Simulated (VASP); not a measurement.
# Pt (Fm-3m) in VASP: density of states with r2SCAN

Aim: the density of states of Pt with r2SCAN.

Everything below comes from runs of VASP 6.6.1. Logs are shortened: lines on timing, memory, paths and dates and some standing lists are left out, and cuts for length are marked.

**1. The structure**

Symmetry: Fm-3m, No. 225, cubic system. Conventional cell: a = 3.943 Å, b = 3.943 Å, c = 3.943 Å, α = 90.00°, β = 90.00°, γ = 90.00°. Pt (site symmetry m-3m) is surrounded by 12 Pt at 2.79 Å.

**2. Density of states, r2SCAN**

Contents of INCAR:

```
PREC = Accurate ; ENCUT = 520
EDIFF = 1E-7 ; ISMEAR = -5
SIGMA = 0.1 ; LREAL = False
LASPH = True ; NELM = 100
ALGO = Normal ; ISIF = 2
LWAVE = False ; LCHARG = False
LMAXMIX = 4 ; METAGGA = R2SCAN
LMIXTAU = True ; LORBIT = 11
NEDOS = 2001
```

Contents of KPOINTS:

```
regular mesh
0
Gamma
  18 18 18
```

Contents of POSCAR:

```
Pt                                      
1.0
    0.0000000000      1.9717224245      1.9717224245
    1.9717224245      0.0000000000      1.9717224245
    1.9717224245      1.9717224245      0.0000000000
  Pt            
     1
Direct
     0.0000000000000000    0.0000000000000000    0.0000000000000000
```

Potentials or basis: VASP PAW PBE potentials, release 64 (Pt).

Command:

```
$ cat potpaw_PBE.64/Pt/POTCAR > POTCAR
$ mpirun -np 1 vasp_std > vasp.out
```

OUTCAR:

```text
PREC = Accurate
   ENCUT = 520
   EDIFF = 1E-7
   ISMEAR = -5
   LREAL = False
   LASPH = True
   NELM = 100
   ISIF = 2
   METAGGA = R2SCAN
   LORBIT = 11

 ion  position               nearest neighbor table
   1  0.000  0.000  0.000-

  LATTYP: Found a face centered cubic cell.
 ALAT       =     3.9434448490

  Lattice vectors:

 A1 = (   0.0000000000,   1.9717224245,   1.9717224245)
 A2 = (   1.9717224245,   0.0000000000,   1.9717224245)
 A3 = (   1.9717224245,   1.9717224245,   0.0000000000)

Analysis of symmetry for initial positions (statically):
=====================================================================
 Subroutine PRICEL returns:
 Original cell was already a primitive cell.

 Routine SETGRP: Setting up the symmetry group for a
 face centered cubic supercell.

 Subroutine GETGRP returns: Found 48 space group operations
 (whereof 48 operations were pure point group operations)
 out of a pool of 48 trial point group operations.

The static configuration has the point symmetry O_h .

Analysis of symmetry for dynamics (positions and initial velocities):
=====================================================================
 Subroutine PRICEL returns:
 Original cell was already a primitive cell.

 Routine SETGRP: Setting up the symmetry group for a
 face centered cubic supercell.

 Subroutine GETGRP returns: Found 48 space group operations
 (whereof 48 operations were pure point group operations)
 out of a pool of 48 trial point group operations.

The dynamic configuration has the point symmetry O_h .

 Subroutine INISYM returns: Found 48 space group operations
 (whereof 48 operations are pure point group operations),
 and found     1 'primitive' translations

----------------------------------------------------------------------------------------

                                     Primitive cell

  volume of cell :      15.3309

  direct lattice vectors                    reciprocal lattice vectors
     0.000000000  1.971722425  1.971722425    -0.253585390  0.253585390  0.253585390
     1.971722425  0.000000000  1.971722425     0.253585390 -0.253585390  0.253585390
     1.971722425  1.971722425  0.000000000     0.253585390  0.253585390 -0.253585390

  length of vectors
     2.788436594  2.788436594  2.788436594     0.439222780  0.439222780  0.439222780

  position of ions in fractional coordinates (direct lattice)
     0.000000000  0.000000000  0.000000000

  ion indices of the primitive-cell ions
   primitive index   ion index
                 1           1

----------------------------------------------------------------------------------------

 KPOINTS: regular mesh

Automatic generation of k-mesh.
 Grid dimensions read from file:
 generate k-points for:   18   18   18

 Generating k-lattice:

  Cartesian coordinates                     Fractional coordinates (reciprocal lattice)
    -0.014088077  0.014088077  0.014088077     0.055555556  0.000000000  0.000000000
     0.014088077 -0.014088077  0.014088077     0.000000000  0.055555556  0.000000000
     0.014088077  0.014088077 -0.014088077     0.000000000  0.000000000  0.055555556

  Length of vectors
     0.024401266  0.024401266  0.024401266

  Shift w.r.t. Gamma in fractional coordinates (k-lattice)
     0.000000000  0.000000000  0.000000000

 TETIRR: Found    806 inequivalent tetrahedra from    34992

 Subroutine IBZKPT returns following result:
 ===========================================

 Found    195 irreducible k-points:

 Following reciprocal coordinates:
            Coordinates               Weight
  0.000000  0.000000  0.000000      1.000000
  0.055556  0.000000  0.000000      8.000000
  0.111111  0.000000  0.000000      8.000000
  0.166667  0.000000  0.000000      8.000000
  0.222222  0.000000  0.000000      8.000000
  0.277778  0.000000  0.000000      8.000000
[... 16 lines left out ...]
 -0.277778  0.055556  0.000000     24.000000
 -0.222222  0.055556  0.000000     24.000000
 [... further k-points ...]
   k-points           NKPTS =    195   k-points in BZ     NKDIM =    195   number of bands    NBANDS=      9
   number of dos      NEDOS =   2001   number of ions     NIONS =      1
   total plane-waves  NPLWV =  13824
   dimension x,y,z NGX =    24 NGY =   24 NGZ =   24
   dimension x,y,z NGXF=    48 NGYF=   48 NGZF=   48
   ions per type =               1
   NGX,Y,Z   is equivalent  to a cutoff of  14.31, 14.31, 14.31 a.u.
   NGXF,Y,Z  is equivalent  to a cutoff of  28.62, 28.62, 28.62 a.u.
 SYSTEM =  unknown system
   PREC   = accura    normal or accurate (medium, high low for compatibility)
   ISTART =      0    job   : 0-new  1-cont  2-samecut
   ICHARG =      2    charge: 1-file 2-atom 10-const
   ISPIN  =      1    spin polarized calculation?
   LNONCOLLINEAR =      F non collinear calculations
   LSORBIT =      F    spin-orbit coupling
   LASPH  =      T    aspherical Exc in radial PAW
   ENCUT  =  520.0 eV  38.22 Ry    6.18 a.u.   5.18  5.18  5.18*2*pi/ulx,y,z
   NELM   =    100;   NELMIN=  2; NELMDL= -5     # of ELM steps
   EDIFF  = 0.1E-06   stopping-criterion for ELM
   LREAL  =      F    real-space projection
   EDIFFG = 0.1E-05   stopping-criterion for IOM
   NSW    =      0    number of steps for IOM
   IBRION =     -1    ionic relax: 0-MD 1-quasi-New 2-CG
   NFREE  =      0    steps in history (QN), initial steepest desc. (CG)
   ISIF   =      2    stress and relaxation
   ISYM   =      2    0-nonsym 1-usesym 2-fastsym
   POTIM  = 0.5000    time-step for ionic-motion
   TEBEG  =    0.0;   TEEND  =   0.0 temperature during run
   PSTRESS=    0.0 pullay stress
   NELECT =      10.0000    total number of electrons
   NUPDOWN=      -1.0000    fix difference up-down
   EMIN   =  10.00;   EMAX   =-10.00  energy-range for DOS
   EFERMI =   0.00;   METHOD = LEGACY
   ISMEAR =    -5;   SIGMA  =   0.10  broadening in eV -4-tet -1-fermi 0-gaus
   EFERMI_NEDOS =   21; number of points for ismear=-14 and -15
   IALGO  =     38    algorithm
   IMIX   =      4    mixing-type and parameters
     AMIX     =   0.40;   BMIX     =  1.00
     AMIX_MAG =   1.60;   BMIX_MAG =  1.00
  volume/ion in A,a.u.               =      15.33       103.46
  Fermi-wavevector in a.u.,A,eV,Ry     =   1.419773  2.682983 27.426035  2.015757
  Thomas-Fermi vector in A             =   2.540759
   LORBIT       =     11    0 simple, 1 ext, 2 COOP (PROOUT), +10 PAW based schemes
   METAGGA = R2SCAN    functional components
   LHFCALC =     F    Hartree Fock is set to
   AEXX    =    0.0000 exact exchange contribution
   IVDW    =     0    specifies the selected vdW correction
   LEPSILON=     F    determine dielectric tensor
   LRPA    =     F    only Hartree local field effects (RPA)
 non-spin polarized calculation
 Fermi weights with tetrahedron method with Bloechl corrections
  energy-cutoff  :      520.00
  volume of cell :       15.33
 maximum number of plane-waves:       424
 NGX is ok and might be reduce to    24
   NGX = 11   NGY = 11   NGZ = 11

 number of electron      10.0000001 magnetization

 Free energy of the ion-electron system (eV)
  ---------------------------------------------------
  ext. energy  EPLUGINS =         0.00000000
  ---------------------------------------------------
  free energy    TOTEN  =       -51.49910409 eV

  energy without entropy =      -51.49910409  energy(sigma->0) =      -51.49910409

 E-fermi :  10.6781     XC(G=0): -14.5180

 val. band max:       10.7028618338   @ k =   0.4444   0.1111   0.0000
 cond. band min:      10.4279283553   @ k =   0.3889   0.3889   0.0000
 fundamental gap:     -0.2749334785
 Fermi energy:        10.6781026812

 k-point     1 :       0.0000    0.0000    0.0000
  band No.  band energies     occupation
      1       0.3967      2.00000
      2       6.8906      2.00000
      3       6.8906      2.00000
      4       6.8906      2.00000
      5       8.9960      2.00000
      6       8.9960      2.00000
      7      26.2278      0.00000
      8      31.3037      0.00000
      9      31.3037      0.00000

 k-point     2 :       0.0556    0.0000    0.0000
  band No.  band energies     occupation
      1       0.5244      2.00000
      2       6.8344      2.00000
      3       6.9412      2.00000
      4       6.9412      2.00000
      5       8.9683      2.00000
      6       8.9683      2.00000
      7      26.4221      0.00000
      8      30.6348      0.00000
      9      31.4946      0.00000

 k-point     3 :       0.1111    0.0000    0.0000
  band No.  band energies     occupation
      1       0.8959      2.00000
      2       6.6905      2.00000
      3       7.0732      2.00000
      4       7.0732      2.00000
      5       8.9104      2.00000
      6       8.9104      2.00000
      7      26.9477      0.00000
      8      29.1992      0.00000
      9      32.0485      0.00000

 k-point     4 :       0.1667    0.0000    0.0000
  band No.  band energies     occupation
      1       1.4698      2.00000
      2       6.5322      2.00000
      3       7.2190      2.00000
      4       7.2190      2.00000
      5       8.9011      2.00000
      6       8.9011      2.00000
      7      27.4099      0.00000
      8      27.7187      0.00000
      9      32.9036      0.00000
[... 205 lines left out ...]
 k-point    22 :      -0.3333    0.0556    0.0000
  band No.  band energies     occupation
      1       3.3266      2.00000
      2       6.9654      2.00000
      3       7.0751      2.00000
      4       7.6192      2.00000
      5       9.7398      2.00000
      6      10.4968      1.54922
      7      20.7958      0.00000
      8      26.9467      0.00000
      9      31.1402      0.00000

 k-point    23 :      -0.2778    0.0556    0.0000
  band No.  band energies     occupation
      1       3.0431      2.00000
      2       6.7639      2.00000
      3       7.1628      2.00000
      4       7.2269      2.00000
      5       9.2360      2.00000
      6       9.9741      2.04247
      7      22.9996      0.00000
      8      27.6257      0.00000
      9      32.0612      0.00000

 k-point    24 :      -0.2222    0.0556    0.0000
  band No.  band energies     occupation
      1       2.4862      2.00000
      2       6.4127      2.00000
      3       7.2750      2.00000
      4       7.3409      2.00000
      5       8.8305      2.00000
      6       9.5167      2.00000
      7      25.0865      0.00000
      8      28.1075      0.00000
      9      32.6074      0.00000

 [... further k-points ...]
[... 5 lines left out ...]
  --------------------------------------------------------------------------------------
  -------------------------------------------------------------------------------------
  Total       -0.0033765     -0.0033765     -0.0033765      0.0000000     -0.0000000      0.0000000
  in kB       -0.3528644     -0.3528644     -0.3528644      0.0000000     -0.0000000      0.0000000
  external PRESSURE =      -0.3528644 kB  Pullay stress =       0.0000000 kB

 VOLUME and BASIS-vectors are now :
 -----------------------------------------------------------------------------
  energy-cutoff  :      520.00
  volume of cell :       15.33
      direct lattice vectors                 reciprocal lattice vectors
     0.000000000  1.971722425  1.971722425    -0.253585390  0.253585390  0.253585390
     1.971722425  0.000000000  1.971722425     0.253585390 -0.253585390  0.253585390
     1.971722425  1.971722425  0.000000000     0.253585390  0.253585390 -0.253585390

 POSITION                                       TOTAL-FORCE (eV/Angst)
 -----------------------------------------------------------------------------------
      0.00000      0.00000      0.00000         0.000000      0.000000      0.000000
 -----------------------------------------------------------------------------------
    total drift:                               -0.000000      0.000000     -0.000000

  FREE ENERGIE OF THE ION-ELECTRON SYSTEM (eV)
  ---------------------------------------------------
  free  energy   TOTEN  =       -51.4991040910 eV

  energy  without entropy=      -51.4991040910  energy(sigma->0) =      -51.49910409

 total charge

# of ion       s       p       d       tot
------------------------------------------
    1        0.629   0.580   8.047   9.255
```

It took 1.7 min on 1 thread of AMD EPYC 9R45 (Zen 5), shared host; peak memory 0.14 GiB.

What came out:

```
Free energy                                           : -51.4991 eV
Pressure                                              : 0.0 GPa
Band gap on the k mesh                                : none (metal or under the smearing width)
Valence electrons inside the program's atomic spheres : Pt 9.26
```

States per cell in windows of 1 eV (zero at the Fermi level; states under -8 eV left out):
| from (eV) | total | Pt1_d | Pt1_p | Pt1_s |
| --- | --- | --- | --- | --- |
| -8.0 | 0.33 | 0.11 | 0.03 | 0.14 |
| -7.0 | 1.19 | 0.79 | 0.06 | 0.20 |
| -6.0 | 1.12 | 0.89 | 0.07 | 0.05 |
| -5.0 | 1.41 | 1.17 | 0.10 | 0.02 |
| -4.0 | 1.84 | 1.54 | 0.13 | 0.04 |
| -3.0 | 1.30 | 1.10 | 0.09 | 0.02 |
| -2.0 | 1.25 | 1.11 | 0.06 | 0.02 |
| -1.0 | 1.42 | 1.33 | 0.03 | 0.01 |
| 0.0 | 0.71 | 0.64 | 0.03 | 0.02 |
| 1.0 | 0.27 | 0.17 | 0.05 | 0.03 |
| 2.0 | 0.27 | 0.14 | 0.07 | 0.03 |
| 3.0 | 0.25 | 0.11 | 0.08 | 0.04 |
| 4.0 | 0.22 | 0.08 | 0.07 | 0.05 |
| 5.0 | 0.21 | 0.06 | 0.06 | 0.07 |
| 6.0 | 0.32 | 0.10 | 0.07 | 0.11 |
| 7.0 | 0.32 | 0.08 | 0.10 | 0.09 |

Caveat: the PAW data sets were made with another functional, which shifts forces and pressure a little; tetrahedron occupations give inexact forces and stress in metals. Spin-orbit coupling is left out, which matters for the levels of Pt.
